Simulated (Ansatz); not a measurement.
Wanted: the native input for an Ansatz 0.2.0 run.

```yaml
Task: single point
Functional: PBE
Potentials_or_basis: Ansatz PAW
Cutoff: "420 eV (not typed: the program's choice for these potentials)"
k_mesh: 8 × 8 × 5
Occupations: gaussian, width 0.025 eV
Spin: collinear spin, ferromagnetic start
Starting_moments: "[7.0, 7.0] μB"
```

The system is Gd.

```
CELL_PARAMETERS angstrom
3.63600 0.00000 0.00000
-1.81800 3.14887 0.00000
0.00000 0.00000 5.78260
ATOMIC_POSITIONS crystal
Gd 0.66667 0.33333 0.75000
Gd 0.33333 0.66667 0.25000
```

One way to write it, as run:

input.yaml

```yaml
crystal:
  lattice:
    - [3.636, 0.0, 0.0]
    - [-1.818, 3.1488683682, 0.0]
    - [0.0, 0.0, 5.7826]
  atoms:
    - { symbol: Gd, position: [0.6666666667, 0.3333333333, 0.75], spin: 7.0 }
    - { symbol: Gd, position: [0.3333333333, 0.6666666667, 0.25], spin: 7.0 }
hamiltonian:
  xc: pbe
  pseudopotentials: { kind: paw }
magnetization:
  spin_polarized: true
kpoints:
  mp_grid: { grid: [8, 8, 5] }
scf:
  occupations: { method: gaussian, width: 0.025 }
output:
  forces: true
  stress: true
  eigenvalues: true
```

Potentials or basis: Ansatz PAW.

Command:

```sh
$ ansatz run input.yaml --threads 2 --pin off --max-ram 5632MiB --backend cpu --events-out ev --progress --plain --runs-dir out
```

Results of the run:

```
Pressure               : 0.6 GPa
Band gap on the k mesh : none (metal or under the smearing width)
Net moment             : 15.20 μB per cell
Absolute moment        : 15.20 μB per cell
Site moments           : Gd +7.33 μB
```

Caveat: spin-orbit coupling is left out, which moves the levels of the heavy elements.

Run time: 11 s on 2 threads of Intel(R) Xeon(R) Processor @ 2.50GHz (Skylake/Cascade Lake), with other jobs on the host, peak memory 0.45 GiB.
